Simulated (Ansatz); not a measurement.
## KF: trigonal deformation path

Method: DFT r2SCAN, scalar-relativistic, plane waves, PAW in Ansatz. The runs took a 500 eV cutoff, a Γ-centred 8×8×8 mesh and Gaussian smearing (0.05 eV). No spin polarisation. Energies are free energies at this smearing, counted from the undisturbed cell; pressure is positive in compression.

The starting cell (as given, not relaxed at this level; it stands at -0.5 GPa):

```yaml
crystal:
  lattice:
    - [0.00000, 2.67350, 2.67350]
    - [2.67350, 0.00000, 2.67350]
    - [2.67350, 2.67350, 0.00000]
  atoms:
    - { symbol: K, position: [0.00000, 0.00000, 0.00000] }
    - { symbol: F, position: [0.50000, 0.50000, 0.50000] }
```

At fixed volume and fractional coordinates, lengths along (0.577, 0.577, 0.577) are scaled against those across it; ρ is that ratio over its starting value. At ρ = 0.500 the cell becomes cubic (Pm-3m), and there the slope of the energy vanishes by symmetry.

```tsv
ρ	ΔE (meV/atom)
0.500	110.1
0.600	99.8
0.710	65.8
0.850	20.5
0.930	4.7
1.000	0.0
1.080	6.7
1.200	43.8
1.410	195.2
1.700	588.7
2.000	1190.3
```